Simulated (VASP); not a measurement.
# BP (F-43m) in VASP: further runs

The runs below take BP through phonons, dielectric tensor, with PBE, LDA.

All numbers are computed with VASP 6.6.1; they aren't measurements. Logs are shortened: lines on timing, memory, paths and dates and some standing lists are left out, and cuts for length are marked.

### Step 1. Starting point

The structure is cubic, space group F-43m (No. 216). Conventional cell: a = 4.546 Å, b = 4.546 Å, c = 4.546 Å, α = 90.00°, β = 90.00°, γ = 90.00°. B (site symmetry -43m) is surrounded by 4 P at 1.97 Å. P (site symmetry -43m) has 4 B at 1.97 Å as nearest neighbours.

### Step 2. Phonons, PBE

POSCAR reads:

```
BP
1.0
    0.0000000000      2.2731332140      2.2731332140
    2.2731332140      0.0000000000      2.2731332140
    2.2731332140      2.2731332140      0.0000000000
  B               P
     1     1
Direct
     0.0000000000000000    0.0000000000000000    0.0000000000000000
     0.2500000000000000    0.2500000000000000    0.2500000000000000
```

INCAR.step1 reads:

```
ALGO = Normal
EDIFF = 1E-8
EDIFFG = -0.002
ENCUT = 600
GGA = PE
IBRION = 2
ISIF = 3
ISMEAR = 0
LASPH = T
LCHARG = F
LREAL = F
LWAVE = F
NELM = 80
NSW = 40
PREC = Accurate
SIGMA = 0.03
```

INCAR.step2 reads:

```
ALGO = Normal
EDIFF = 1E-8
ENCUT = 600
GGA = PE
IBRION = 6
ISIF = 2
ISMEAR = 0
LASPH = T
LCHARG = F
LREAL = F
LWAVE = F
NELM = 80
NFREE = 2
NSW = 1
POTIM = 0.015
PREC = Accurate
SIGMA = 0.03
```

KPOINTS reads:

```
k-points
0
Gamma
  10 10 10
```

Potentials or basis: VASP PAW PBE potentials, release 64 (B, P).

Launch:

```bash
$ cat potpaw_PBE.64/B/POTCAR potpaw_PBE.64/P/POTCAR > POTCAR
$ cp INCAR.step1 INCAR
$ mpirun -np 1 vasp_std > vasp.out
$ cp CONTCAR POSCAR
$ cp INCAR.step2 INCAR
$ mpirun -np 1 vasp_std > vasp.out
```

OUTCAR:

```text
EDIFF = 1E-8
   ENCUT = 600
   GGA = PE
   IBRION = 6
   ISIF = 2
   ISMEAR = 0
   LASPH = T
   LREAL = F
   NELM = 80
   NFREE = 2
   NSW = 1
   POTIM = 0.015
   PREC = Accurate

 ion  position               nearest neighbor table
   1  0.000  0.000  0.000-   2 1.97   2 1.97   2 1.97   2 1.97
   2  0.250  0.250  0.250-   1 1.97   1 1.97   1 1.97   1 1.97

  LATTYP: Found a face centered cubic cell.
 ALAT       =     4.5462664280

  Lattice vectors:

 A1 = (   0.0000000000,   2.2731332140,   2.2731332140)
 A2 = (   2.2731332140,   0.0000000000,   2.2731332140)
 A3 = (   2.2731332140,   2.2731332140,   0.0000000000)

Analysis of symmetry for initial positions (statically):
=====================================================================
 Subroutine PRICEL returns:
 Original cell was already a primitive cell.

 Routine SETGRP: Setting up the symmetry group for a
 face centered cubic supercell.

 Subroutine GETGRP returns: Found 24 space group operations
 (whereof 24 operations were pure point group operations)
 out of a pool of 48 trial point group operations.

The static configuration has the point symmetry T_d .

Analysis of symmetry for dynamics (positions and initial velocities):
=====================================================================
 Subroutine PRICEL returns:
 Original cell was already a primitive cell.

 Routine SETGRP: Setting up the symmetry group for a
 face centered cubic supercell.

 Subroutine GETGRP returns: Found 24 space group operations
 (whereof 24 operations were pure point group operations)
 out of a pool of 48 trial point group operations.

The dynamic configuration has the point symmetry T_d .

 Subroutine INISYM returns: Found 24 space group operations
 (whereof 24 operations are pure point group operations),
 and found     1 'primitive' translations

----------------------------------------------------------------------------------------

                                     Primitive cell

  volume of cell :      23.4912

[... 148 lines left out ...]
  in kB        0.0727523      0.0727523      0.0727523      0.0000000     -0.0000000      0.0000000
  external PRESSURE =       0.0727523 kB  Pullay stress =       0.0000000 kB
[... 131 lines left out ...]
--------------------------------------- Ionic step        5  -------------------------------------------

 number of electron       8.0000000 magnetization

 Free energy of the ion-electron system (eV)
  ---------------------------------------------------
  ext. energy  EPLUGINS =         0.00000000
  ---------------------------------------------------
  free energy    TOTEN  =       -12.93036663 eV

  energy without entropy =      -12.93036663  energy(sigma->0) =      -12.93036663

 E-fermi :   7.6218     XC(G=0): -10.8837

 val. band max:        7.4836647517   @ k =   0.0000   0.0000   0.0000
 cond. band min:       8.6127911951   @ k =   0.0000   0.4000   0.4000
 fundamental gap:      1.1291264433
 Fermi energy:         7.6217852186

 k-point     1 :       0.0000    0.0000    0.0000
  band No.  band energies     occupation
      1      -8.0437      2.00000
      2       7.2522      2.00000
      3       7.3690      2.00000
      4       7.4837      2.00000
      5      10.6829      0.00000
      6      10.7592      0.00000
      7      10.8386      0.00000
      8      14.6587      0.00000
[... 243 lines left out ...]
 k-point    24 :       0.4000    0.3000    0.0000
  band No.  band energies     occupation
      1      -5.1169      2.00000
      2       1.1924      2.00000
      3       3.3713      2.00000
      4       3.8691      2.00000
      5       9.1777      0.00000
      6      10.9929      0.00000
      7      16.8064      0.00000
      8      16.8538      0.00000

 [... further k-points ...]

------------------------ aborting loop because EDIFF is reached ----------------------------------------

  FORCE on cell =-STRESS in cart. coord.  units (eV):
  Direction    XX          YY          ZZ          XY          YZ          ZX
  --------------------------------------------------------------------------------------
  -------------------------------------------------------------------------------------
  Total        0.0014602      0.0051411      0.0051411      0.0000000      0.1058081      0.0000000
  in kB        0.0995921      0.3506403      0.3506403      0.0000000      7.2164700      0.0000000
  external PRESSURE =       0.2669576 kB  Pullay stress =       0.0000000 kB
[... 17 lines left out ...]
  FREE ENERGIE OF THE ION-ELECTRON SYSTEM (eV)
  ---------------------------------------------------
  free  energy   TOTEN  =       -12.9303666292 eV

  energy  without entropy=      -12.9303666292  energy(sigma->0) =      -12.93036663

 INTERNAL STRAIN TENSORS FROM DISPLACED ATOMS
 ============================================

 INTERNAL STRAIN TENSOR FOR ION    1 for displacements in x,y,z  (eV/Angst):
          X           Y           Z          XY          YZ          ZX
  --------------------------------------------------------------------------------
  x     0.00000    -0.00000    -0.00000     0.00000     7.06484     0.00000
  y     0.00000    -0.00000     0.00000     0.00000     0.00000     7.06484
  z    -0.00000    -0.00000     0.00000     7.06484     0.00000     0.00000

 INTERNAL STRAIN TENSOR FOR ION    2 for displacements in x,y,z  (eV/Angst):
          X           Y           Z          XY          YZ          ZX
  --------------------------------------------------------------------------------
  x     0.00000     0.00000     0.00000     0.00000    -7.05700     0.00000
  y     0.00000     0.00000     0.00000     0.00000     0.00000    -7.05700
  z     0.00000     0.00000     0.00000    -7.05700     0.00000     0.00000

 Eigenvectors and eigenvalues of the dynamical matrix
 ----------------------------------------------------

   1 f  =   23.969652 THz   150.605768 2PiTHz  799.541541 cm-1    99.130472 meV
             X         Y         Z           dx          dy          dz
      0.000000  0.000000  0.000000    -0.860980    0.000000    0.000000
      1.136567  1.136567  1.136567     0.508639    0.000000    0.000000
[... 21 lines left out ...]
   6 f/i=    0.000415 THz     0.002610 2PiTHz    0.013859 cm-1     0.001718 meV
             X         Y         Z           dx          dy          dz
      0.000000  0.000000  0.000000     0.000000    0.000000   -0.508639
      1.136567  1.136567  1.136567     0.000000    0.000000   -0.860980

 ELASTIC MODULI CONTR FROM IONIC RELAXATION (kBar)
 Direction    XX          YY          ZZ          XY          YZ          ZX
 --------------------------------------------------------------------------------
 XX          -0.0000      0.0000      0.0000      0.0000     -0.0000     -0.0000
 YY           0.0000     -0.0000      0.0000      0.0000      0.0000      0.0000
 ZZ           0.0000      0.0000     -0.0000     -0.0000      0.0000     -0.0000
 XY           0.0000      0.0000     -0.0000   -180.4977      0.0000      0.0000
 YZ          -0.0000      0.0000      0.0000      0.0000   -180.4977      0.0000
 ZX          -0.0000      0.0000     -0.0000      0.0000      0.0000   -180.4977
 --------------------------------------------------------------------------------
```

Wall time 70 s (1 thread of Intel Xeon Platinum 8488C (Sapphire Rapids), shared host); peak memory 0.21 GiB.

Results:

- Highest phonon frequency at Γ, LO-TO splitting left out: 800 cm⁻¹

Phonon frequencies in cm⁻¹ (negative: imaginary):
```csv
q point,frequencies
"(0.000, 0.000, 0.000)",0 0 0 800 800 800
```

### Step 3. Dielectric tensor, PBE

INCAR reads:

```
ALGO = Normal
EDIFF = 1E-8
ENCUT = 600
GGA = PE
ISIF = 2
ISMEAR = 0
LASPH = T
LCHARG = F
LEPSILON = T
LREAL = F
LWAVE = F
NELM = 80
PREC = Accurate
SIGMA = 0.03
```

KPOINTS reads:

```
k-points
0
Monkhorst-Pack
  16 16 16
```

POSCAR, as its differences from that of step 2:

```diff
@@ -1,2 +1,2 @@
-BP
+BP                                      
 1.0
@@ -5,3 +5,3 @@
     2.2731332140      2.2731332140      0.0000000000
-  B               P
+  B               P             
      1     1
```

Potentials or basis: VASP PAW PBE potentials, release 64 (B, P).

Launch:

```bash
$ cat potpaw_PBE.64/B/POTCAR potpaw_PBE.64/P/POTCAR > POTCAR
$ mpirun -np 1 vasp_std > vasp.out
```

OUTCAR:

```text
EDIFF = 1E-8
   ENCUT = 600
   GGA = PE
   ISIF = 2
   ISMEAR = 0
   LASPH = T
   LEPSILON = T
   LREAL = F
   NELM = 80
   PREC = Accurate

 ion  position               nearest neighbor table
   1  0.000  0.000  0.000-   2 1.97   2 1.97   2 1.97   2 1.97
   2  0.250  0.250  0.250-   1 1.97   1 1.97   1 1.97   1 1.97

  LATTYP: Found a face centered cubic cell.
 ALAT       =     4.5462664280

  Lattice vectors:

 A1 = (   0.0000000000,   2.2731332140,   2.2731332140)
 A2 = (   2.2731332140,   0.0000000000,   2.2731332140)
 A3 = (   2.2731332140,   2.2731332140,   0.0000000000)
[... 511 lines left out ...]

 PIEZOELECTRIC TENSOR FIELD DIRECTION 3  (C/m^2)
 -----------------------------------------------------------------------------
    -0.00058  0.10307  0.00000
     0.10307 -0.00058  0.00000
     0.00000  0.00000  0.00063

 MACROSCOPIC STATIC DIELECTRIC TENSOR (including local field effects in DFT)
 ------------------------------------------------------
           9.190082    -0.000000     0.000000
          -0.000000     9.190082     0.000000
          -0.000000     0.000000     9.190082
 ------------------------------------------------------

 PIEZOELECTRIC TENSOR (including local field effects)  for field in x, y, z        (e  Angst)
          XX          YY          ZZ          XY          YZ          ZX
  --------------------------------------------------------------------------------
  x    -0.00000    -0.00000    -0.00000     0.00000     0.15033     0.00000
  y     0.00000    -0.00000    -0.00000    -0.00000     0.00000     0.15033
  z    -0.00000    -0.00000    -0.00000     0.15033     0.00000     0.00000

 PIEZOELECTRIC TENSOR (including local field effects)  for field in x, y, z        (C/m^2)
          XX          YY          ZZ          XY          YZ          ZX
  --------------------------------------------------------------------------------
  x    -0.00000    -0.00000    -0.00000     0.00000     0.10253     0.00000
  y     0.00000    -0.00000    -0.00000    -0.00000     0.00000     0.10253
  z    -0.00000    -0.00000    -0.00000     0.10253     0.00000     0.00000

 BORN EFFECTIVE CHARGES (including local field effects) (in |e|, cummulative output)
 ---------------------------------------------------------------------------------
 ion    1
    1    -0.47930     0.00000     0.00000
    2     0.00000    -0.47930     0.00000
    3     0.00000     0.00000    -0.47930
 ion    2
    1     0.47930     0.00000     0.00000
    2     0.00000     0.47930     0.00000
    3     0.00000     0.00000     0.47930
```

OSZICAR:

```text
N       E                     dE             d eps       ncg     rms          rms(c)
DAV:   1     0.126394809711E+02    0.12639E+02   -0.45003E+03  6544   0.102E+03
DAV:   2    -0.133213561134E+02   -0.25961E+02   -0.24853E+02 10104   0.118E+02
[... 13 lines left out ...]
RMM:   6    -0.569287057005E+00   -0.16594E-03   -0.41532E-06 59904   0.190E-02    0.950E-03
RMM:   7    -0.569488674689E+00   -0.20162E-03   -0.16750E-06 58200   0.123E-02    0.641E-04
RMM:   8    -0.569508132610E+00   -0.19458E-04   -0.16222E-08 62663   0.101E-03    0.300E-04
RMM:   9    -0.569509241557E+00   -0.11089E-05   -0.62086E-09 59865   0.713E-04    0.123E-04
RMM:  10    -0.569510241877E+00   -0.10003E-05   -0.20696E-09 49286   0.787E-05    0.234E-05
RMM:  11    -0.569510153991E+00    0.87887E-07   -0.16105E-10 39470   0.731E-05    0.221E-06
```

stdout:

```text
POSCAR found type information on POSCAR B P
 POSCAR found :  2 types and       2 ions
 scaLAPACK will be used
 LDA part: xc-table for (Slater+PW92), standard interpolation
 -----------------------------------------------------------------------------
|                                                                             |
|           W    W    AA    RRRRR   N    N  II  N    N   GGGG   !!!           |
[... 38 lines left out ...]
  Direction:   1
 dielectric tensor                  component  1 :     9.190     0.206     0.000
 Linear response to external field, progress :
  Direction:   2
 dielectric tensor                  component  2 :    -0.000     9.190    -0.206
 Linear response to external field, progress :
  Direction:   3
 dielectric tensor                  component  3 :     0.555    -0.001     9.190
 Born effective charges drift removed
```

Wall time 22 min (1 thread of Intel Xeon Platinum 8488C (Sapphire Rapids), shared host); peak memory 1.2 GiB.

Results:

| Item | Value |
| --- | --- |
| Electronic dielectric tensor (diagonal) | 9.19 |
| Born charges (mean of the diagonal) | B -0.48; P +0.48 e |

Electronic dielectric tensor:
```
9.19 0.00 0.00
0.00 9.19 0.00
0.00 0.00 9.19
```

Born effective charge tensors (e):
atom 1, B
```
-0.48  0.00  0.00
 0.00 -0.48  0.00
 0.00  0.00 -0.48
```
atom 2, P
```
0.48 0.00 0.00
0.00 0.48 0.00
0.00 0.00 0.48
```

(Part 1 of 2 ends here.)
